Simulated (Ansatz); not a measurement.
## What a change of settings does to a run on CsCl

The cell is COD entry 9008789, as deposited and not checked against the literature; nothing was relaxed.

First run: DFT, PBE, all-electron LAPW, scalar-relativistic (Ansatz 0.2.0).

Command: `ansatz run input.yaml --threads 1 --pin off --max-ram 2048MiB --backend cpu --events-out ev --progress --plain --runs-dir out` The run took 4.5 s on 1 thread of Arm Neoverse V1, on a shared host, peak memory 0.24 GiB.

```yaml
crystal:
  lattice:
    - [4.123, 0.0, 0.0]
    - [0.0, 4.123, 0.0]
    - [0.0, 0.0, 4.123]
  atoms:
    - { symbol: Cs, position: [0.0, 0.0, 0.0] }
    - { symbol: Cl, position: [0.5, 0.5, 0.5] }
kpoints:
  mp_grid: { grid: [6, 6, 6] }
scf:
  occupations: { method: fermi_dirac, width: 0.03 }
hamiltonian:
  xc: pbe
  pseudopotentials:
    kind: all_electron
    lapw: { basis_error: 0.001 }
    dirac_shells: { Cs: ["3p", "3d"] }
output:
  forces: true
  stress: true
  eigenvalues: true
```

Result: converged; pressure 1.00 GPa; gap on the k mesh 5.27 eV; 8 SCF iterations.

Spin–orbit coupling is left out, though it moves levels of the heavy atoms by tenths of an eV or more.

The input is then changed:

```diff
@@ -11,4 +11,5 @@
 scf:
   occupations: { method: fermi_dirac, width: 0.03 }
+  lower_state_search: light
 hamiltonian:
   xc: pbe
@@ -17,4 +18,5 @@
     lapw: { basis_error: 0.001 }
     dirac_shells: { Cs: ["3p", "3d"] }
+  dispersion: d3bj
 output:
   forces: true
```

(1) Predict the outcome of the changed run.

## Answers

(1) It converged; pressure 0.11 GPa; gap on the k mesh 5.27 eV; 8 SCF iterations.
